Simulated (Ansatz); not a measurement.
**HgTe (F-43m)**

Theory: DFT r2SCAN, scalar-relativistic, plane waves, PAW (Ansatz).

Plane waves to 500 eV, a k mesh through Γ of 12×12×12 on the computed 2-atom cell and Gaussian smearing (0.10 eV); no spin polarisation.

The structure is relaxed at this level of theory with its symmetry kept.

```
CELL_PARAMETERS angstrom
0.00000 3.28550 3.28550
3.28550 0.00000 3.28550
3.28550 3.28550 0.00000
ATOMIC_POSITIONS crystal
Hg 0.00000 0.00000 0.00000
Te 0.25000 0.25000 0.25000
```

| Item | Value |
| --- | --- |
| Space group | F-43m (No. 216) |
| Volume per atom | 239.3 bohr³ |
| Formation energy from the elements' standard states (Br, Hg as crystals; uncorrected) | -0.201 eV/atom |
| Generalised Kohn–Sham band gap | zero, with almost no states at the Fermi level |
| Density of states at the Fermi level | 0.00 states/eV per cell (so small that it hangs on the mesh: a semimetal, or crossings between mesh points) |
| Löwdin character within 0.5 eV of the Fermi level | Te 5p 86 %, Hg 5d 8 % |
| Bulk modulus | 40 GPa |
| Its pressure derivative | 5.1 |
| Bader charges (e) | Hg (1 in the cell) 0.18, Te (1 in the cell) -0.18 |

Spin-orbit coupling is left out, which matters for the bands of heavy elements.